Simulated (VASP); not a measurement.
The system is ZnO.

```
Zn O
1.0
     3.24931    0.00000    0.00000
    -1.62465    2.81398    0.00000
     0.00000    0.00000    5.20571
Zn O
2 2
Cartesian
  0.0000 1.8760 2.6029
  1.6247 0.9380 0.0000
  1.6247 0.9380 1.9730
  0.0000 1.8760 4.5759
```

```yaml
Program: VASP 6.6.1
Task: relaxation of cell and atoms
Functional: PBE
Potentials_or_basis: VASP PAW PBE potentials, release 64 (Zn, O)
Cutoff: 520 eV
k_mesh: 3 × 3 × 1
Occupations: gaussian, width 0.02 eV
Spin: no spin polarisation
```

At the start: pressure 4.3 GPa; volume 11.90 Å³/atom.

Task: How do energy, volume and symmetry change on relaxing?

Result: Over 26 steps the energy falls by 65.1 meV/atom and the volume is 11.37 Å³/atom (-4.5 %); space group P6_3/mmc (No. 194, to 0.05 Å).

The path:
| step | energy change (eV) | largest force (eV/Å) | pressure (GPa) | volume (Å³) |
| --- | --- | --- | --- | --- |
| 1 | 0.0000 | 0.2400 | 4.30 | 47.60 |
| 2 | -0.0535 | 0.2891 | -2.42 | 49.82 |
| 3 | -0.0536 | 0.2884 | -2.17 | 49.73 |
| 4 | -0.0886 | 0.2816 | -1.64 | 49.32 |
| 5 | -0.1499 | 0.3485 | -0.39 | 48.00 |
| 6 | -0.1093 | 0.7880 | 3.72 | 45.03 |
| 7 | -0.1478 | 0.5894 | 1.23 | 46.68 |
| 8 | -0.1684 | 0.4920 | 0.76 | 46.58 |
| 9 | -0.2125 | 0.2891 | -0.32 | 46.26 |
| 10 | -0.2509 | 0.0665 | -0.75 | 45.60 |
| 11 | -0.2555 | 0.0690 | -0.12 | 45.47 |
| 12 | -0.2569 | 0.0685 | 0.52 | 45.34 |
| 13 | -0.2579 | 0.0583 | 0.07 | 45.48 |
| 14 | -0.2584 | 0.0452 | -0.54 | 45.67 |
| 15 | -0.2591 | 0.0363 | -0.19 | 45.59 |
| 16 | -0.2593 | 0.0306 | 0.01 | 45.54 |
| 17 | -0.2593 | 0.0289 | 0.05 | 45.52 |
| 18 | -0.2597 | 0.0249 | 0.06 | 45.50 |
| 19 | -0.2605 | 0.0105 | 0.10 | 45.45 |
| 20 | -0.2605 | 0.0046 | 0.10 | 45.44 |
| 21 | -0.2605 | 0.0058 | 0.11 | 45.44 |
| 22 | -0.2606 | 0.0022 | -0.13 | 45.51 |
| 23 | -0.2606 | 0.0034 | -0.09 | 45.49 |
| 24 | -0.2606 | 0.0006 | -0.01 | 45.49 |
| 25 | -0.2606 | 0.0010 | -0.02 | 45.49 |
| 26 | -0.2606 | 0.0009 | 0.01 | 45.47 |

Final structure:
```
Zn O
1.0
     3.43976    0.00000    0.00000
    -1.71988    2.97892    0.00000
     0.00000    0.00000    4.43787
Zn O
2 2
Direct
  0.33333 0.66667 0.43957
  0.66667 0.33333 0.93957
  0.66667 0.33333 0.43944
  0.33333 0.66667 0.93944
```

Caveat: the k mesh is coarse (spacing up to 1.21 Å⁻¹), so the values aren't converged.
